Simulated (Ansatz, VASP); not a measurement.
## Two plane-wave programs on KBr

File INCAR:

```
PREC = Accurate ; ENCUT = 520
EDIFF = 1E-6 ; ISMEAR = 0
SIGMA = 0.02 ; LREAL = False
LASPH = True ; NELM = 100
ALGO = Normal ; ISIF = 2
LWAVE = False ; LCHARG = False
GGA = PE ; NBANDS = 15
```

Contents of KPOINTS:

```
regular mesh
0
Gamma
  6 6 6
```

The input POSCAR:

```
KBr
1.0
    0.0000000000      3.2820522324      3.2820522324
    3.2820522324      0.0000000000      3.2820522324
    3.2820522324      3.2820522324      0.0000000000
K Br
1 1
Direct
    0.0000000000      0.0000000000      0.0000000000
    0.5000000000      0.5000000000      0.5000000000
```

Input for Ansatz:

```yaml
crystal:
  lattice:
    - [0.0, 3.2820522577, 3.2820522577]
    - [3.2820522577, 0.0, 3.2820522577]
    - [3.2820522577, 3.2820522577, 0.0]
  atoms:
    - { symbol: K, position: [0.0, 0.0, 0.0] }
    - { symbol: Br, position: [0.5, 0.5, 0.5] }
basis:
  ecutwfc: 420
kpoints:
  mp_grid: { grid: [6, 6, 6] }
hamiltonian:
  xc: pbe
scf:
  occupations: { method: gaussian, width: 0.02 }
output:
  forces: true
  stress: true
  eigenvalues: true
```

Alike in both runs: task single point; functional PBE; k mesh 6 × 6 × 6; occupations gaussian, width 0.02 eV; no spin polarisation.

|  | VASP | Ansatz |
| --- | --- | --- |
| version | VASP 6.6.1 | Ansatz 0.2.0 |
| potentials or method | VASP PAW PBE potentials, release 64 (K_sv, Br) | scalar-relativistic, plane waves, PAW |
| plane-wave cutoff (eV) | 520 | 420 |
| valence electrons in the cell | 16 | 16 |

|  | VASP | Ansatz | Ansatz less VASP |
| --- | --- | --- | --- |
| gap on the k mesh at the Fermi level (eV) | 4.48 | 4.48 | +0.002 |
| least direct gap on the mesh (eV) | 4.48 | 4.48 | +0.002 |
| pressure (GPa) | 1.0 | 1.0 | -0.04 |

The functional is the same, so the differences come from potentials, cutoffs and numerics.

PBE gaps usually lie below the measured ones, often by a third to a half.
